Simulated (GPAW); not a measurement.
Gd in GPAW: convergence with smearing width (eV)

The system is Gd.

```
Gd
1.0
    -2.02500    2.02500    2.02500
     2.02500   -2.02500    2.02500
     2.02500    2.02500   -2.02500
Gd
1
Direct
  0.00000 0.00000 0.00000
```

This isn't the form of Gd at room conditions, which is hcp.

| Quantity | Value |
| --- | --- |
| Program | GPAW 26.7.0 |
| Task | convergence study |
| Functional | PBE |
| Potentials or basis | GPAW PAW data sets (gpaw-data 1.2.1) |
| Cutoff | 800 eV |
| Basis | pw |
| k mesh | 7 × 7 × 7 |
| Occupations | marzari-vanderbilt, width 0.5 eV |
| Spin | collinear spin, ferromagnetic start |
| Starting moments | [7.0] μB |

These are the settings of the first run; the series varies smearing width (eV), with any setting tied to it.

Hardware: 1 thread of Arm Neoverse V1, on a shared host.

**Question.** The values tried are 0.5, 0.3, 0.2, 0.15, 0.1, 0.05, 0.025, 0.01, loosest first. From which on does the energy stay within 1 meV/atom of the tightest run that finished?

**Answer.** From 0.15 on.

```
smearing width (eV)  energy less the tightest run, at zero smearing (meV/atom)  pressure (GPa)  largest site moment (μB)  SCF cycles  CPU time (s)  peak memory (GiB)
                0.5                                                     -22.68            0.48                      6.94          20            65                0.2
                0.3                                                      -2.33           -0.07                      7.00          19            60                0.2
                0.2                                                      -1.27           -0.22                      7.03          19            61                0.2
               0.15                                                      -0.95           -0.27                      7.04          18            57                0.2
                0.1                                                      -0.78           -0.30                      7.03          19            61                0.2
               0.05                                                      -0.37           -0.24                      7.03          19            61                0.2
              0.025                                                      -0.05           -0.18                      7.03          19            59                0.2
               0.01                                                       0.00           -0.14                      7.03          20            63                0.2
```

Against the tightest run, the pressure stays within 0.1 GPa from 0.025 on; the largest site moment stays within 0.02 μB from 0.2 on. Narrower smearing needs a denser k mesh, so at a fixed mesh the narrowest width isn't the most accurate. The tightest run that finished is the yardstick and may itself not be fully converged.

Caveat, for the tightest run too: one-centre terms of the f shell are cut off; this smearing can pin the Fermi level at a band edge. The state reached can hang on the start; a lower one may exist.
